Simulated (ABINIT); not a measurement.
The system is Pd.

```
Pd
1.0
     0.00000    1.94650    1.94650
     1.94650    0.00000    1.94650
     1.94650    1.94650    0.00000
Pd
1
Direct
  0.00000 0.00000 0.00000
```

| Quantity | Value |
| --- | --- |
| Program | ABINIT 10.8.3 (patched build) |
| Task | single point |
| Functional | PBEsol |
| Potentials or basis | PseudoDojo NC SR PBEsol v0.4.1 standard |
| Cutoff | 1116 eV |
| k mesh | 12 × 12 × 12 |
| Occupations | fermi-dirac, width 0.05 eV |
| Spin | no spin polarisation |

On this cell: pressure -3.0 GPa; band gap on the k mesh none (metal or under the smearing width).

The same run follows on a disturbed copy (cell strained at random at fixed volume):

```
CELL_PARAMETERS angstrom
-0.01113 1.95522 1.94186
1.97107 0.00634 1.92440
1.96444 1.93112 0.01297
ATOMIC_POSITIONS crystal
Pd 0.02384 0.98301 0.99703
```

Problem. What changes?

Solution. The energy (extrapolated to zero smearing) moves by +1.8 meV/atom; pressure -2.9 GPa; band gap on the k mesh none (metal or under the smearing width).

Stress tensor (GPa, compression positive):
```
-3.82  0.61  0.20
 0.61 -2.65 -1.36
 0.20 -1.36 -2.32
```
